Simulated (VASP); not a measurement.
Set up this calculation in VASP 6.6.1, as the native input.

```yaml
Task: single point
Functional: r2SCAN
Potentials_or_basis: VASP PAW PBE potentials, release 64 (Te)
Cutoff: 520 eV
k_mesh: 6 × 6 × 6
Occupations: gaussian, width 0.1 eV
Spin: no spin polarisation
Dipole_correction: no
Further_INCAR_settings: ALGO = Normal; EDIFF = 1e-06; NBANDS = 13
```

Te:

```
Te
1.0
    -2.95779    3.87597    1.53515
     2.95779   -3.87597    1.53515
     2.95779    3.87597   -1.53515
Te
2
Direct
  0.99907 0.24907 0.75000
  0.00093 0.75093 0.25000
```

This isn't the form of Te at room conditions, which is trigonal, of chains.

These files were run (other wordings do the same):

POSCAR

```
Te
1.0
   -2.9577914636      3.8759656627      1.5351528885
    2.9577914636     -3.8759656627      1.5351528885
    2.9577914636      3.8759656627     -1.5351528885
Te
2
Direct
    0.9990709800      0.2490709800      0.7500000000
    0.0009290200      0.7509290200      0.2500000000
```

INCAR.step1

```
SYSTEM = Te
ALGO     = Normal         ! electronic algorithm
EDIFF    = 1E-4           ! SCF threshold, eV
ENCUT    = 520            ! plane-wave cutoff, eV
GGA      = PE             ! functional
ISMEAR   = 0              ! smearing method
LASPH    = .True.         ! aspherical terms in the spheres
LCHARG   = .False.        ! write CHGCAR
LREAL    = .False.        ! projectors in reciprocal space
LWAVE    = .True.         ! write WAVECAR
NBANDS   = 13             ! bands
NELM     = 100            ! most SCF steps
PREC     = Accurate       ! precision mode
SIGMA    = 0.1            ! smearing width, eV
```

INCAR.step2

```
SYSTEM = Te
ALGO     = Normal         ! electronic algorithm
EDIFF    = 1E-6           ! SCF threshold, eV
ENCUT    = 520            ! plane-wave cutoff, eV
ISIF     = 2              ! what is computed and relaxed
ISMEAR   = 0              ! smearing method
ISTART   = 1            
LASPH    = .True.         ! aspherical terms in the spheres
LCHARG   = .True.         ! write CHGCAR
LELF     = .True.         ! ELF
LMIXTAU  = .True.       
LREAL    = .False.        ! projectors in reciprocal space
LVHAR    = .True.       
LWAVE    = .False.        ! write WAVECAR
METAGGA  = R2SCAN         ! meta-GGA
NBANDS   = 13             ! bands
NELM     = 100            ! most SCF steps
PREC     = Accurate       ! precision mode
SIGMA    = 0.1            ! smearing width, eV
```

KPOINTS

```
k-points
0
Gamma
  6 6 6
  0 0 0
```

Potentials or basis: VASP PAW PBE potentials, release 64 (Te).

Run with:

```console
$ cat potpaw_PBE.64/Te/POTCAR > POTCAR
$ cp INCAR.step1 INCAR
$ mpirun -np 1 vasp_std > vasp.out
$ cp INCAR.step2 INCAR
$ mpirun -np 1 vasp_std > vasp.out
```

It gave:

| Quantity | Value |
| --- | --- |
| Pressure | 0.1 GPa |
| Largest force | 0.004 eV/Å |
| Band gap on the k mesh | none (metal or under the smearing width) |

Caveat: the k mesh is coarse (spacing up to 0.38 Å⁻¹), so the values aren't converged; the PAW data sets were made with another functional, which shifts forces and pressure a little.

Run time: 2.3 min on 1 thread of Intel(R) Xeon(R) Platinum 8488C (Sapphire Rapids), on a shared host, peak memory 0.26 GiB.
